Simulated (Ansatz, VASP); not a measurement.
TiNi in VASP and in Ansatz

```
Ti Ni
1.0
     2.95839    0.00000    0.00000
     0.00000    2.95839    0.00000
     0.00000    0.00000    2.95839
Ti Ni
1 1
Direct
  0.50000 0.50000 0.50000
  0.00000 0.00000 0.00000
```

Alike in both runs: task single point; functional r2SCAN; k mesh 14 × 14 × 14; occupations gaussian, width 0.1 eV; no spin polarisation.

```csv
,VASP,Ansatz
version,VASP 6.6.1,Ansatz 0.2.0
potentials or method,"VASP PAW PBE potentials, release 64 (Ti_sv, Ni)","scalar-relativistic, plane waves, PAW"
plane-wave cutoff (eV),520,500
valence electrons in the cell,22,30
```

```csv
,VASP,Ansatz,Ansatz less VASP
gap on the k mesh at the Fermi level (eV),none,none,-
pressure (GPa),6.2,5.6,-0.55
```

A gap of «none» marks a metal or a gap that the smearing closes. The functional is the same, so the differences come from potentials, cutoffs and numerics. The two sets of potentials don't hold the same shells in valence.

Caveats: the PAW data sets were made with another functional, which shifts forces and pressure a little (VASP). Spin polarisation is off, so any magnetic state and its effect on volume and gap are missing.
